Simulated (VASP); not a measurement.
The system is KCl.

```
K Cl
1.0
     3.77081    0.00000    0.00000
     0.00000    3.77081    0.00000
     0.00000    0.00000    3.77081
K Cl
1 1
Direct
  0.00000 0.00000 0.00000
  0.50000 0.50000 0.50000
```

Measurements of this composition are mostly on another form, of space group No. 225.

Base run:

```yaml
Program: VASP 6.6.1
Functional: r2SCAN
Potentials_or_basis: VASP PAW PBE potentials, release 64 (K_sv, Cl)
Cutoff: 520 eV
k_mesh: 6 × 6 × 6
Occupations: gaussian, width 0.01 eV
Spin: no spin polarisation
```

Its results: band gap on the k mesh 5.81 eV, indirect (least direct gap 6.02 eV); pressure 0.0 GPa.

Question: The run is repeated on the same cell with these changes: functional from r2SCAN to PBEsol. What comes out?

Answer: Band gap on the k mesh 4.84 eV, indirect (least direct gap 5.06 eV); pressure -0.5 GPa.

r2SCAN gives the wider gap, since meta-GGAs in the generalised Kohn-Sham scheme recover part of the derivative discontinuity.

Caveats: the PAW data sets were made with another functional, which shifts forces and pressure a little.

A k mesh can miss the band edges.
